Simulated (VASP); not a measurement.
Method: LDA (Ceperley-Alder, Perdew-Zunger), VASP's LDA PAW potentials (set 64) (plane waves; VASP).

A VASP calculation is set up with these files.

**INCAR**
```
SYSTEM = BaSnO3
PREC = Accurate
ENCUT = 520
EDIFF = 1E-8
NELM = 100
ALGO = Normal
LREAL = .FALSE.
LASPH = .TRUE.
ISMEAR = 0
SIGMA = 0.01
LMAXMIX = 4
LWAVE = .FALSE.
LCHARG = .FALSE.
LEPSILON = .TRUE.
```

### POSCAR
```
BaSnO3
1
    4.0980154966     0.0000000000     0.0000000000
    0.0000000000     4.0980154966     0.0000000000
    0.0000000000     0.0000000000     4.0980154966
Ba Sn O
1 1 3
Direct
  0.0000000000   0.0000000000   0.0000000000
  0.5000000000   0.5000000000   0.5000000000
  0.5000000000   0.0000000000   0.5000000000
  0.0000000000   0.5000000000   0.5000000000
  0.5000000000   0.5000000000   0.0000000000
```

File KPOINTS:
```
Automatic mesh
0
Gamma
  6 6 6
0 0 0
```

POTCAR, in this order: Ba_sv Sn_d O (LDA.64 set). Program: vasp_std.

The run wrote:

**OSZICAR**
```
...
RMM:  18    -0.716768957844E+00   -0.31869E-05    0.96442E-05  1933   0.906E-03
RMM:  19    -0.716771384316E+00   -0.24265E-05   -0.20431E-04  1948   0.828E-03
RMM:  20    -0.716773290343E+00   -0.19060E-05    0.52100E-05  1943   0.757E-03
RMM:  21    -0.716774921434E+00   -0.16311E-05   -0.17662E-05  1942   0.685E-03
RMM:  22    -0.716775510132E+00   -0.58870E-06   -0.57123E-06  1951   0.639E-03
RMM:  23    -0.716776358891E+00   -0.84876E-06   -0.57157E-05  1968   0.604E-03
RMM:  24    -0.716776811747E+00   -0.45286E-06   -0.27372E-05  1981   0.578E-03
RMM:  25    -0.716777731729E+00   -0.91998E-06   -0.80423E-05  1978   0.543E-03
RMM:  26    -0.716778786981E+00   -0.10553E-05    0.12740E-05  1988   0.495E-03
RMM:  27    -0.716779340147E+00   -0.55317E-06   -0.36677E-05  1997   0.472E-03
RMM:  28    -0.716779659193E+00   -0.31905E-06    0.26768E-06  2000   0.457E-03
RMM:  29    -0.716779883291E+00   -0.22410E-06    0.35848E-06  2011   0.443E-03
RMM:  30    -0.716780156373E+00   -0.27308E-06   -0.47832E-06  2010   0.424E-03
RMM:  31    -0.716780396680E+00   -0.24031E-06   -0.12692E-04  2013   0.411E-03
RMM:  32    -0.716780659275E+00   -0.26260E-06    0.45186E-06  2022   0.392E-03
RMM:  33    -0.716780571901E+00    0.87374E-07   -0.43195E-05  2014   0.384E-03
RMM:  34    -0.716781412904E+00   -0.84100E-06   -0.27767E-06  2017   0.361E-03
RMM:  35    -0.716781363370E+00    0.49534E-07    0.34605E-05  2018   0.354E-03
RMM:  36    -0.716781496306E+00   -0.13294E-06    0.21179E-05  2012   0.348E-03
RMM:  37    -0.716781451619E+00    0.44687E-07    0.26119E-05  2020   0.344E-03
 Linear response to external field, progress :
  Direction:   1
       N       E                     dE             d eps       ncg     rms          rms(c)
RMM:   1    -0.436669809560E+00   -0.43667E+00    0.21291E-01  2893   0.857E+00
RMM:   2    -0.763985716592E+00   -0.32732E+00   -0.22437E-01  3823   0.195E+00    0.134E+00
RMM:   3    -0.749116234991E+00    0.14869E-01   -0.50288E-02  3655   0.993E-01    0.756E-01
RMM:   4    -0.763322711874E+00   -0.14206E-01   -0.28815E-02  3675   0.830E-01    0.142E-01
RMM:   5    -0.769213122438E+00   -0.58904E-02   -0.82511E-03  3778   0.333E-01    0.265E-02
RMM:   6    -0.770073199581E+00   -0.86008E-03   -0.32894E-03  4173   0.141E-01    0.240E-02
RMM:   7    -0.770643959389E+00   -0.57076E-03   -0.21975E-03  3759   0.887E-02    0.125E-02
RMM:   8    -0.770967994416E+00   -0.32404E-03   -0.97006E-04  3754   0.592E-02    0.187E-03
RMM:   9    -0.770979610853E+00   -0.11616E-04   -0.16214E-04  4172   0.384E-02    0.322E-03
RMM:  10    -0.771096303468E+00   -0.11669E-03    0.24962E-04  4219   0.294E-02    0.634E-04
RMM:  11    -0.771087120454E+00    0.91830E-05    0.30217E-04  4208   0.239E-02    0.178E-03
RMM:  12    -0.771134590875E+00   -0.47470E-04    0.29376E-04  4138   0.204E-02    0.115E-03
RMM:  13    -0.771161433341E+00   -0.26842E-04    0.18596E-04  4264   0.171E-02    0.917E-04
RMM:  14    -0.771177604193E+00   -0.16171E-04    0.12126E-04  4274   0.144E-02    0.982E-04
RMM:  15    -0.771189471901E+00   -0.11868E-04    0.23546E-04  4253   0.126E-02    0.103E-03
 Linear response to external field, progress :
  Direction:   2
       N       E                     dE             d eps       ncg     rms          rms(c)
RMM:   1    -0.440725609379E+00   -0.44073E+00    0.17220E-01  2898   0.857E+00
RMM:   2    -0.763868874142E+00   -0.32314E+00   -0.21961E-01  3821   0.194E+00    0.134E+00
RMM:   3    -0.749026980154E+00    0.14842E-01   -0.49683E-02  3653   0.997E-01    0.756E-01
RMM:   4    -0.763269684251E+00   -0.14243E-01   -0.28802E-02  3676   0.831E-01    0.142E-01
RMM:   5    -0.769169956136E+00   -0.59003E-02   -0.81946E-03  3795   0.333E-01    0.265E-02
RMM:   6    -0.770011590809E+00   -0.84163E-03   -0.32720E-03  4175   0.140E-01    0.241E-02
RMM:   7    -0.770578735740E+00   -0.56714E-03   -0.22114E-03  3775   0.875E-02    0.124E-02
RMM:   8    -0.770915233720E+00   -0.33650E-03   -0.92669E-04  3772   0.585E-02    0.187E-03
RMM:   9    -0.770918180537E+00   -0.29468E-05    0.13747E-04  4246   0.377E-02    0.343E-03
RMM:  10    -0.771045373798E+00   -0.12719E-03    0.66784E-04  4160   0.289E-02    0.687E-04
RMM:  11    -0.771031140522E+00    0.14233E-04    0.42142E-04  4241   0.232E-02    0.181E-03
RMM:  12    -0.771072419644E+00   -0.41279E-04    0.11753E-04  4119   0.201E-02    0.116E-03
RMM:  13    -0.771100106959E+00   -0.27687E-04    0.40422E-04  4272   0.169E-02    0.716E-04
RMM:  14    -0.771126268524E+00   -0.26162E-04    0.26580E-04  4297   0.149E-02    0.384E-04
RMM:  15    -0.771129785991E+00   -0.35175E-05    0.25124E-04  4210   0.128E-02    0.696E-04
RMM:  16    -0.771144919456E+00   -0.15133E-04    0.19193E-04  4196   0.112E-02    0.496E-04
RMM:  17    -0.771155609953E+00   -0.10690E-04    0.16641E-04  4282   0.101E-02    0.504E-04
RMM:  18    -0.771156985072E+00   -0.13751E-05    0.23228E-04  4206   0.834E-03    0.841E-04
RMM:  19    -0.771160714382E+00   -0.37293E-05    0.15993E-04  4118   0.745E-03    0.933E-04
RMM:  20    -0.771163550968E+00   -0.28366E-05    0.22464E-04  3954   0.657E-03    0.102E-03
RMM:  21    -0.771165196801E+00   -0.16458E-05    0.13520E-04  3919   0.580E-03    0.111E-03
RMM:  22    -0.771166707529E+00   -0.15107E-05    0.16810E-04  4030   0.543E-03    0.114E-03
RMM:  23    -0.771164690158E+00    0.20174E-05    0.11441E-04  4144   0.498E-03    0.133E-03
RMM:  24    -0.771164224681E+00    0.46548E-06    0.12259E-04  4173   0.475E-03    0.141E-03
RMM:  25    -0.771164905470E+00   -0.68079E-06    0.11119E-04  3984   0.441E-03    0.145E-03
RMM:  26    -0.771165791450E+00   -0.88598E-06    0.98828E-05  3993   0.424E-03    0.148E-03
 Linear response to external field, progress :
  Direction:   3
       N       E                     dE             d eps       ncg     rms          rms(c)
RMM:   1    -0.439941222943E+00   -0.43994E+00    0.18020E-01  2896   0.857E+00
RMM:   2    -0.763914259287E+00   -0.32397E+00   -0.22280E-01  3817   0.194E+00    0.134E+00
RMM:   3    -0.749051524846E+00    0.14863E-01   -0.49511E-02  3648   0.997E-01    0.756E-01
RMM:   4    -0.763283953285E+00   -0.14232E-01   -0.28944E-02  3671   0.832E-01    0.142E-01
RMM:   5    -0.769172365953E+00   -0.58884E-02   -0.82209E-03  3776   0.333E-01    0.265E-02
RMM:   6    -0.770019977921E+00   -0.84761E-03   -0.33091E-03  4167   0.141E-01    0.241E-02
RMM:   7    -0.770581420651E+00   -0.56144E-03   -0.21477E-03  3760   0.882E-02    0.128E-02
RMM:   8    -0.770925325033E+00   -0.34390E-03   -0.96827E-04  3745   0.591E-02    0.185E-03
RMM:   9    -0.770926498506E+00   -0.11735E-05    0.51891E-04  4182   0.382E-02    0.354E-03
RMM:  10    -0.771054517680E+00   -0.12802E-03    0.24793E-04  4211   0.281E-02    0.909E-04
RMM:  11    -0.771042181304E+00    0.12336E-04    0.32333E-04  4200   0.226E-02    0.196E-03
RMM:  12    -0.771082315503E+00   -0.40134E-04    0.22110E-04  4183   0.199E-02    0.125E-03
RMM:  13    -0.771108093285E+00   -0.25778E-04    0.39703E-04  4256   0.164E-02    0.105E-03
RMM:  14    -0.771129375951E+00   -0.21283E-04    0.29041E-04  4255   0.140E-02    0.998E-04
RMM:  15    -0.771121907476E+00    0.74685E-05    0.49251E-04  4110   0.123E-02    0.193E-03
RMM:  16    -0.771144766393E+00   -0.22859E-04    0.36714E-04  4249   0.105E-02    0.136E-03
RMM:  17    -0.771162282961E+00   -0.17517E-04    0.30333E-04  4248   0.942E-03    0.104E-03
RMM:  18    -0.771172472892E+00   -0.10190E-04    0.39344E-04  4356   0.781E-03    0.100E-03
RMM:  19    -0.771174903939E+00   -0.24310E-05    0.19943E-04  4066   0.706E-03    0.110E-03
RMM:  20    -0.771176873124E+00   -0.19692E-05    0.20679E-04  3993   0.635E-03    0.117E-03
```

OUTCAR:
```
------------------------ aborting loop because EDIFF is reached ----------------------------------------

 HEAD OF MICROSCOPIC STATIC DIELECTRIC TENSOR (INDEPENDENT PARTICLE, excluding Hartree and local field effects)
 ------------------------------------------------------
           5.060997     0.000000    -0.000000
          -0.000000     5.060997    -0.000000
           0.000000     0.000000     5.060997
 ------------------------------------------------------

 MACROSCOPIC STATIC DIELECTRIC TENSOR (including local field effects in DFT)
 ------------------------------------------------------
           4.874379    -0.000000     0.000000
           0.000000     4.874379    -0.000000
           0.000000     0.000000     4.874379
 ------------------------------------------------------

 PIEZOELECTRIC TENSOR (including local field effects)  for field in x, y, z        (e  Angst)
          XX          YY          ZZ          XY          YZ          ZX
  --------------------------------------------------------------------------------
  x     0.00000     0.00000     0.00000     0.00000     0.00000     0.00000
  y     0.00000     0.00000     0.00000     0.00000     0.00000     0.00000
  z     0.00000     0.00000     0.00000     0.00000     0.00000     0.00000

 PIEZOELECTRIC TENSOR (including local field effects)  for field in x, y, z        (C/m^2)
          XX          YY          ZZ          XY          YZ          ZX
  --------------------------------------------------------------------------------
  x     0.00000     0.00000     0.00000     0.00000     0.00000     0.00000
  y     0.00000     0.00000     0.00000     0.00000     0.00000     0.00000
  z     0.00000     0.00000     0.00000     0.00000     0.00000     0.00000

 BORN EFFECTIVE CHARGES (including local field effects) (in |e|, cummulative output)
 ---------------------------------------------------------------------------------
 ion    1
    1     2.74601     0.00000     0.00000
    2    -0.00000     2.74601     0.00000
    3     0.00000     0.00000     2.74601
 ion    2
    1     4.35961     0.00000    -0.00000
    2     0.00000     4.35961    -0.00000
    3     0.00000    -0.00000     4.35961
 ion    3
    1    -1.89102     0.00000    -0.00000
    2    -0.00000    -3.32357    -0.00000
    3    -0.00000    -0.00000    -1.89102
 ion    4
    1    -3.32357     0.00000     0.00000
    2    -0.00000    -1.89102     0.00000
    3     0.00000    -0.00000    -1.89102
 ion    5
    1    -1.89102     0.00000     0.00000
    2     0.00000    -1.89102    -0.00000
    3     0.00000     0.00000    -3.32357
```
(Selected blocks of OUTCAR.)

The dielectric response may not be converged in the k-mesh; for small gaps it tends to come out too large.

The compound is BaSnO3 in the cubic perovskite structure. It was relaxed first.
